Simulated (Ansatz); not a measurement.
# Si2BPC2 (zincblende [110] superlattice): band gap by G0W0 on PBEsol, part 3 of 3

Aim: the quasiparticle gap of Si2BPC2 (zincblende [110] superlattice), starting from PBEsol.

Ansatz 0.2.0; PBEsol, then G0W0 on it, plane waves, PAW. Known limits of the many-body steps: finite bands, screening cutoff and k mesh; no spin-orbit coupling in G0W0.

So far. Step 3 (Bands along the symmetry lines): Over mesh and path the gap is 0.396 eV, from k = (0.000, 0.000, 0.500) to k = (-0.500, 0.000, 0.500). The least direct gap found is 0.473 eV, at k = Γ. The program's warnings for this run: near symmetry operations not taken.

In doubt: masses and optical values from hybrid runs of this build are listed as unsure (in some of the runs), which bears on the screening that GW takes from such a start.

## 4. One-shot GW

G0W0 replaces the xc potential by a self-energy built once from the orbitals of the start. Levels are corrected in the window of bands that the input names, at points of the mesh.

This step: G0W0 on PBEsol, plane waves, PAW; PAW set soft_1.

The input, input.yaml:

```yaml
crystal:
  lattice:
    - [3.1227157746, 0.0, 0.0]
    - [0.0, 4.4229345979, 1.60864e-05]
    - [0.0, 3.3678e-05, 9.4176319605]
  atoms:
    - { symbol: B, position: [0.0, -0.0471262999, 0.0720823415] }
    - { symbol: P, position: [0.5, 0.211259451, 0.0983089633] }
    - { symbol: B, position: [0.5, 0.4528809742, 0.2749186048] }
    - { symbol: P, position: [0.0, 0.7112628512, 0.2486944453] }
    - { symbol: Si, position: [0.0, 0.0291345413, 0.4359758668] }
    - { symbol: C, position: [0.5, 0.2688458755, 0.4267934494] }
    - { symbol: Si, position: [0.5, 0.5204750541, 0.5896900972] }
    - { symbol: C, position: [0.0, 0.7674112616, 0.5942206937] }
    - { symbol: Si, position: [0.0, 0.0204723415, 0.7573110778] }
    - { symbol: C, position: [0.5, 0.2674097425, 0.7527801341] }
    - { symbol: Si, position: [0.5, 0.5291298175, 0.9110258636] }
    - { symbol: C, position: [0.0, 0.7688443897, 0.9202063615] }
kpoints:
  mp_grid: { grid: [4, 4, 2] }
hamiltonian:
  xc: pbesol
  pseudopotentials: { kind: paw, azcp: { folder: soft_1 }, xc_functional: pbe }
scf:
  occupations: { method: fixed }
gw:
  n_empty_bands: 340
  ecut_chi: 110.0
  qp_bands: [v4, c4]
  qp_kpoints: band_edges
  screening: { model: contour_deformation }
```

Command:

```
$ ansatz run input.yaml --threads 4 --pin off --max-ram 17510MiB --backend cpu --events-out ev --progress --plain --runs-dir out
```

Numbers of over 12 decimals in the logs are rounded to 6 here.

What it wrote:

```text
[...]
Crystal: 12 atoms, lattice volume = 130.072 Å³
Basis set: ecut = 420 eV, 2543 PW (Γ)
Bands: 36, of which v1, the nominal top of the filled ones, is band 24 counted from 1 (23 counted from 0)
Symmetry: 2 space group operations
[...]
k-points: 18 of 32 (time reversal used)
[...]
SCF iter   1: F=—  HF=-5267.589715 eV  |F-HF|=—  |Δ(HF+E_count)|=         —  Δρ=1.13e-1  dr2=2.09e1  ethr=3.10e-3  ⟨swp⟩=5.3  Hψ=2728  notcnv=0  defer=169
[...]
SCF iter   8: F=-5260.986635 eV  HF=-5260.986635 eV  |F-HF|=1.37e-8  |Δ(HF+E_count)|=   1.32e-7  Δρ=4.48e-6  dr2=2.86e-8  ethr=2.08e-10  ⟨swp⟩=14.8  Hψ=4093  notcnv=0
SCF 1 converged in 8 iterations: F = -5260.986635 eV  dr2 = 2.86e-8
[...]
G₀W₀ screening: q 1/18
[... further progress lines ...]
SCF converged after 8 iterations
Free energy (F): -5260.986635 eV
[...]
Internal energy: -5260.986635 eV  (E = F + TS)
E sigma→0 (E₀):  -5260.986635 eV
Fermi energy:    10.101364 eV
[...]
--- Band table (eV; the first three rows and the last of 18) ---
  k-point 0: bands = [... 20 lower, 8.8173, 9.2791, 9.6024, 10.0574, 10.5208, 12.0669, 12.6466, 12.9276, ... 8 higher]
  k-point 1: bands = [... 20 lower, 8.3554, 8.9374, 9.1727, 10.1014, 11.2158, 11.7866, 13.1320, 14.0181, ... 8 higher]
  k-point 2: bands = [... 20 lower, 8.6293, 8.6805, 8.7733, 9.4069, 11.0776, 12.5992, 13.0965, 13.3861, ... 8 higher]
  k-point 17: bands = [... 20 lower, 7.3641, 7.3642, 7.8045, 7.8045, 13.6341, 13.6341, 14.1114, 14.1115, ... 8 higher]
--- G₀W₀: contour deformation, 8 samples at zero and on the imaginary axis and 1 off it, 32 q-points, 340 empty bands' worth ---
  eigenvalues of the whole cell's RPA ε∞ on this k-mesh (on a slab, of 1 + 4πα/V) = 7.9669, 8.0999, 9.6579; static W/v taken at q = 0 is 0.113581
  gw.qp_kpoints: band_edges: 8 of 18 stored k-points solved, in 1 pass; an edge of the gap read off the rows below is read off those points alone
    valence top: of the k-points left out ik 2 came nearest to being solved in a further pass, in band 24 (counted from 1, as in the quasiparticle table): it holds the edge there only if its correction is more favourable than any solved in that band by at least 0.694 eV; those differ by 0.174 eV
    conduction bottom: of the k-points left out ik 2 came nearest to being solved in a further pass, in band 25 (counted from 1, as in the quasiparticle table): it holds the edge there only if its correction is more favourable than any solved in that band by at least 0.589 eV; those differ by 0.159 eV
    ik  band        ε_KS         Σx   Σc(E_QP)       V_xc       Z   E_QP_lin       E_QP  E_QP is
     0    21      8.8173   -18.0939     2.1606   -15.4997  0.7823     8.3822     8.3836  root
     0    22      9.2791   -17.4244     1.7397   -15.2907  0.7881     8.8840     8.8850  root
     0    23      9.6024   -17.3912     1.6276   -15.3832  0.7892     9.2210     9.2220  root
     0    24     10.0574   -17.1219     1.5152   -15.2051  0.7892     9.6548     9.6558  root
     0    25     10.5208    -7.2450    -4.0481   -11.6684  0.8098    10.8969    10.8960  root
     0    26     12.0669    -7.3815    -4.3724   -12.1794  0.8045    12.4937    12.4924  root
     0    27     12.6466    -7.1426    -4.6015   -12.2235  0.8029    13.1281    13.1259  root
     0    28     12.9276    -7.2520    -4.5806   -12.3369  0.8050    13.4341    13.4320  root
     1    21      8.3554   -17.5751     1.9905   -15.1360  0.7830     7.9051     7.9068  root
     1    22      8.9374   -18.1462     2.1720   -15.5614  0.7838     8.5232     8.5246  root
     1    23      9.1727   -16.9585     1.5768   -14.9479  0.7885     8.7376     8.7389  root
     1    24     10.1014   -17.1924     1.5131   -15.2816  0.7892     9.7027     9.7037  root
     1    25     11.2158    -7.1905    -4.2688   -11.8790  0.8076    11.6367    11.6355  root
     1    26     11.7866    -7.2145    -4.3725   -12.0058  0.8055    12.2066    12.2054  root
     1    27     13.1320    -7.4758    -4.5850   -12.5405  0.7945    13.6137    13.6118  root
     1    28     14.0181    -7.4915    -4.8146   -12.8414  0.7929    14.5563    14.5535  root
     3    21      8.5113   -17.8325     2.1953   -15.1708  0.7815     8.0429     8.0449  root
     3    22      8.8298   -17.6252     1.9040   -15.2957  0.7858     8.4029     8.4043  root
     3    23      9.1870   -17.3843     1.7046   -15.2750  0.7870     8.7812     8.7823  root
     3    24      9.4275   -17.1074     1.6834   -14.9877  0.7864     8.9901     8.9912  root
     3    25     11.8103    -7.1229    -4.4229   -11.9948  0.8057    12.2608    12.2593  root
     3    26     12.2148    -7.3812    -4.4505   -12.2748  0.8028    12.6595    12.6579  root
     3    27     13.4839    -7.5580    -4.6458   -12.6963  0.7933    13.9785    13.9763  root
     3    28     13.9003    -7.9514    -4.7889   -13.2734  0.7897    14.4361    14.4333  root
     4    21      8.2411   -17.1034     1.8639   -14.7425  0.7828     7.7421     7.7441  root
     4    22      8.2411   -17.1034     1.8639   -14.7425  0.7828     7.7421     7.7441  root
     4    23      8.5876   -17.3977     2.0381   -14.8723  0.7816     8.0982     8.1003  root
     4    24      8.5876   -17.3977     2.0381   -14.8723  0.7816     8.0982     8.1003  root
     4    25     12.3327    -7.7868    -4.4149   -12.6604  0.8012    12.7928    12.7913  root
     4    26     12.3327    -7.7868    -4.4149   -12.6604  0.8012    12.7928    12.7913  root
     4    27     13.8559    -8.1135    -4.8121   -13.4729  0.7930    14.4060    14.4032  root
     4    28     13.8559    -8.1135    -4.8121   -13.4729  0.7930    14.4060    14.4032  root
     5    21      8.3085   -17.2883     1.9295   -14.8802  0.7829     7.8281     7.8299  root
     5    22      8.3085   -17.2883     1.9295   -14.8802  0.7829     7.8281     7.8299  root
     5    23      8.6326   -17.4945     2.0500   -14.9603  0.7819     8.1463     8.1484  root
     5    24      8.6326   -17.4945     2.0500   -14.9603  0.7819     8.1463     8.1484  root
     5    25     12.9860    -7.9028    -4.5831   -12.9725  0.7954    13.4747    13.4726  root
     5    26     12.9860    -7.9028    -4.5831   -12.9725  0.7954    13.4747    13.4726  root
     5    27     13.6347    -7.8785    -4.7797   -13.1908  0.7958    14.1699    14.1673  root
     5    28     13.6347    -7.8785    -4.7797   -13.1908  0.7958    14.1699    14.1673  root
[...]
13    25     10.4882    -7.2800    -3.9826   -11.6252  0.8110    10.8515    10.8508  root
    13    26     10.4882    -7.2800    -3.9826   -11.6252  0.8110    10.8515    10.8508  root
    13    27     11.8386    -7.6439    -4.2119   -12.2719  0.8056    12.2558    12.2546  root
    13    28     11.8386    -7.6439    -4.2119   -12.2719  0.8056    12.2558    12.2546  root
    16    21      7.9870   -17.8664     2.2449   -15.1380  0.7806     7.5016     7.5035  root
    16    22      7.9870   -17.8664     2.2449   -15.1380  0.7806     7.5016     7.5035  root
    16    23      8.2068   -17.8214     2.1510   -15.2084  0.7814     7.7431     7.7449  root
    16    24      8.2068   -17.8214     2.1510   -15.2084  0.7814     7.7431     7.7449  root
    16    25     13.5606    -8.2998    -4.6308   -13.4523  0.7942    14.0849    14.0823  root
    16    26     13.5606    -8.2998    -4.6308   -13.4523  0.7942    14.0849    14.0823  root
    16    27     13.8175    -7.8489    -4.7024   -13.0750  0.7908    14.3440    14.3413  root
    16    28     13.8175    -7.8489    -4.7024   -13.0750  0.7908    14.3440    14.3413  root
```

The job ended after 4.7 min (4 threads of Arm Neoverse V1, shared host; peak memory 2.1 GiB).

Numbers from this step:

```
bands summed                                    : 364
RPA ε∞ on this mesh (eigenvalues)               : 7.967, 8.100, 9.658
plane waves in the screening matrix             : 347
q-points in the mesh                            : 32
G0W0 gap over the corrected points              : 1.147 eV
k of the valence top                            : 0, 0, -0.5
k of the conduction bottom                      : -0.5, 0, -0.5
starting gap on the mesh                        : 0.3869 eV
Z at the valence top                            : 0.7892
Z at the conduction bottom                      : 0.8110
least direct G0W0 gap over the corrected points : 1.240 eV
```

Over 8 of 18 irreducible mesh points the G0W0 gap is 1.147 eV, from k = (0.000, 0.000, -0.500) to k = (-0.500, 0.000, -0.500). The PBEsol gap of this run on the mesh is 0.387 eV. The two states that bound the G0W0 gap lie that far apart at the start, so the correction of the gap is 1.147 − 0.387 = +0.760 eV. The start of this run differs from the step before in mesh (8×6×4 and 4×4×2). The program's warnings for this run: near symmetry operations not taken.

Labels follow the order of the start: v1 is the top filled band, c1 the lowest empty one; levels that stay degenerate share a row, the window can cut a multiplet, doubted levels are not marked in this list, bands outside the window were not corrected, and the list may be a part of the corrected levels. The levels before and after the correction (eV, zero at the valence-band top of each column):

```
           conduction bottom  valence top
Kohn-Sham               0.39         0.00
     G0W0               1.15         0.00
```

```
                         level  occupation  energy (eV)
Kohn-Sham        (0 0 -0.5) v3           2       -1.164
Kohn-Sham        (0 0 -0.5) v2           2       -0.929
Kohn-Sham        (0 0 -0.5) v1           2        0.000
Kohn-Sham        (0 0 -0.5) c1           0        1.114
Kohn-Sham        (0 0 -0.5) c2           0        1.685
Kohn-Sham        (0 0 -0.5) c3           0        3.031
Kohn-Sham     (-0.5 0 -0.5) v3           2       -3.445
Kohn-Sham  (-0.5 0 -0.5) v2-v1           2       -3.280
Kohn-Sham  (-0.5 0 -0.5) c1-c2           0        0.387
Kohn-Sham     (-0.5 0 -0.5) c3           0        1.737
     G0W0        (0 0 -0.5) v3           2       -1.179
     G0W0        (0 0 -0.5) v2           2       -0.965
     G0W0        (0 0 -0.5) v1           2        0.000
     G0W0        (0 0 -0.5) c1           0        1.932
     G0W0        (0 0 -0.5) c2           0        2.502
     G0W0        (0 0 -0.5) c3           0        3.908
     G0W0     (-0.5 0 -0.5) v3           2       -3.568
     G0W0  (-0.5 0 -0.5) v2-v1           2       -3.454
     G0W0  (-0.5 0 -0.5) c1-c2           0        1.147
     G0W0     (-0.5 0 -0.5) c3           0        2.551
```

The parts of the quasiparticle energy for the two states that bound the G0W0 gap, in eV on the run's own scale (QP = start + Σx + Σc − Vxc, with Σc at the quasiparticle energy):

```
             edge                        k  band   start       Σx      Σc      Vxc      Z      QP
      valence top   (0.000, 0.000, -0.500)    24  10.101  −17.192   1.513  −15.282  0.789   9.704
conduction bottom  (-0.500, 0.000, -0.500)    25  10.488   −7.280  −3.983  −11.625  0.811  10.851
```

## 5. The runs together

Each gap is the least one over the points named; times are wall times on shared hosts, not benchmarks. A G0W0 time includes the run's own self-consistent start. Rows marked * are further runs, not shown as steps, whose inputs differ from the G0W0 step on the same start in the columns given; solver thresholds can differ too. Symmetry makes (0.000, 0.000, 0.500) and (0.000, 0.000, -0.500) one point. Symmetry makes (-0.500, 0.000, 0.500) and (-0.500, 0.000, -0.500) one point.

```
       level   mesh       files, cutoff  bands summed, screening                           points  gap (eV)             valence top        conduction bottom  least direct gap (eV)     time
      PBEsol  8×6×4  soft_1 PAW, 420 eV                        -                    mesh and path     0.396   (0.000, 0.000, 0.500)   (-0.500, 0.000, 0.500)                  0.473     17 s
G0W0@PBEsol*  4×4×2  soft_1 PAW, 420 eV               110, 44 eV  8 of 18 irreducible mesh points     0.838  (0.000, 0.000, -0.500)  (-0.500, 0.000, -0.500)                  0.936     36 s
 G0W0@PBEsol  4×4×2  soft_1 PAW, 420 eV              364, 110 eV  8 of 18 irreducible mesh points     1.147  (0.000, 0.000, -0.500)  (-0.500, 0.000, -0.500)                  1.240  4.7 min
```

## 6. Summary of results

```
PBEsol gap over mesh and path                        : 0.396 eV, from k = (0.000, 0.000, 0.500) to k = (-0.500, 0.000, 0.500)
G0W0@PBEsol gap over 8 of 18 irreducible mesh points : 1.147 eV, from k = (0.000, 0.000, -0.500) to k = (-0.500, 0.000, -0.500)
GW settings                                          : 4×4×2 mesh, 340 empty bands, screening to 110 eV, PAW set soft_1 files
known limits                                         : finite bands, screening cutoff and k mesh; no spin-orbit coupling in G0W0
```

What this shows: Over 8 of 18 irreducible mesh points the G0W0 gap is 1.147 eV, from k = (0.000, 0.000, -0.500) to k = (-0.500, 0.000, -0.500). The PBEsol gap of this run on the mesh is 0.387 eV. The two states that bound the G0W0 gap lie that far apart at the start, so the correction of the gap is 1.147 − 0.387 = +0.760 eV. The valence state moves by 9.704 − 10.101 = −0.397 eV and the conduction state by 10.851 − 10.488 = +0.363 eV, on the run's own scale; with 110 bands the edge states move by +0.348 and +0.799 eV, so the split between the edges depends on the bands and cutoff. Both edges that PBEsol shows over mesh and path lie at k points where levels were corrected. Levels at other points were not corrected, so a lower G0W0 gap elsewhere in the zone is not ruled out. From 110 bands and 44 eV to 364 bands and 110 eV the gap moves by 1.147 − 0.838 = +0.309 eV; bands and screening cutoff rise together, so their parts are not told apart. Two runs can't test a law of convergence, so the limit is not known. G0W0 on other starts in this series, not shown as steps and not all at these settings: 1.289 eV on HSE06 (4×4×2, soft_1 PAW, 182 bands, 66 eV). For the G0W0 step: the program's warnings for this run: near symmetry operations not taken. For the further run with 110 bands on the 4×4×2 mesh, the program warns: near symmetry operations not taken. The G0W0 runs are scalar-relativistic. No pair of G0W0 runs that differ in the mesh alone is shown (4×4×2 is a supercell whose nearest images lie 12 Å apart), so the error from the mesh is not known here. G0W0 is shown with one set of atomic data (soft_1 PAW), so the error from the files is not known here.

[Paths, hosts, dates, memory and timing lines, banners, echoed tables and standing remarks are left out of the program output.]

[Logs are printed without paths, hosts, clocks, repeated set-up lines and the standing remarks that a program may print on its own settings, such as how far it seeks lower states.]

[Runs of the session that timed out or met a known fault of the program may be left out.]

[Cells called generated may have been cut or substituted from an entry of the Crystallography Open Database or the Materials Project.]

[Hosts, paths, dates, database ids (printed as entryN), source tags and the programs' standing remarks are cut or masked in the printed files.]

[Where an RPA ε∞ is given, it is that of the G0W0 mesh and is not shown converged in it. Names of k-points follow the symmetry that the program found, which can be lower than the space group named. Band edges on a path are those of the sampled points; other points can move an edge, and change direct to indirect where valleys lie close.]

[Hybrid gaps are those of their k-mesh and are not shown converged in it.]
